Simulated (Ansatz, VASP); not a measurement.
## One calculation of FePt (Tetraferroplatinum), two programs

INCAR

```
  PREC = Accurate
  ENCUT = 520
  EDIFF = 1E-6
  ISMEAR = -1
  SIGMA = 0.05
  LREAL = False
  LASPH = True
  NELM = 150
  ALGO = Normal
  ISIF = 2
  LWAVE = False
  LCHARG = False
  ISPIN = 2
  MAGMOM = 0 3
  LORBIT = 11
  LMAXMIX = 4
  GGA = PS
  NBANDS = 20
```

The input KPOINTS:

```
regular mesh
0
Gamma
  10 10 7
```

File POSCAR:

```
FePt
1.0
    2.6679027671      0.0000000000      0.0000000000
    0.0000000000      2.6679027671      0.0000000000
    0.0000000000      0.0000000000      3.6440603244
Pt Fe
1 1
Direct
    0.5000000000      0.5000000000      0.5000000000
    0.0000000000      0.0000000000      0.0000000000
```

input.yaml

```yaml
crystal:
  lattice:
    - [2.6679027671, 0.0, 0.0]
    - [0.0, 2.6679027671, 0.0]
    - [0.0, 0.0, 3.6440603244]
  atoms:
    - { symbol: Pt, position: [0.5, 0.5, 0.5] }
    - { symbol: Fe, position: [0.0, 0.0, 0.0], spin: 3.0 }
hamiltonian:
  xc: pbesol
  pseudopotentials: { kind: paw }
magnetization:
  spin_polarized: true
kpoints:
  mp_grid: { grid: [10, 10, 7] }
scf:
  occupations: { method: fermi_dirac, width: 0.05 }
output:
  forces: true
  stress: true
  eigenvalues: true
```

Alike in both runs: task single point; functional PBEsol; k mesh 10 × 10 × 7; occupations fermi-dirac, width 0.05 eV; collinear spin.

|  | VASP | Ansatz |
| --- | --- | --- |
| version | VASP 6.6.1 | Ansatz 0.2.0 |
| potentials or method | VASP PAW PBE potentials, release 64 (Pt, Fe) | Ansatz PAW |
| plane-wave cutoff (eV) | 520 | 420 |
| valence electrons in the cell | 18 | 34 |

Ansatz gave:

```
gap on the k mesh at the Fermi level (eV)                     : none
pressure (GPa)                                                : 8.9
largest component of the traceless stress (GPa)               : 0.49
net moment per atom (μB)                                      : 1.60
size of the moment on the site where the two differ most (μB) : 0.39
```

Problem. Estimate VASP's values.

Solution. gap on the k mesh at the Fermi level (eV): none; pressure (GPa): 8.6; largest component of the traceless stress (GPa): 0.54; net moment per atom (μB): 1.59; size of the moment on the site where the two differ most (μB): 0.34.

Site moments also hang on the region over which each program counts them. A gap of «none» marks a metal or a gap that the smearing closes. The two sets of potentials don't hold the same shells in valence.

Caveats: the PAW data sets were made with another functional, which shifts forces and pressure a little (VASP); the PAW data sets come from PBE, with cores solved anew for the run's functional, which leaves a small shift of forces and pressure (Ansatz). The runs have no spin-orbit coupling, so splittings on Pt are missing.
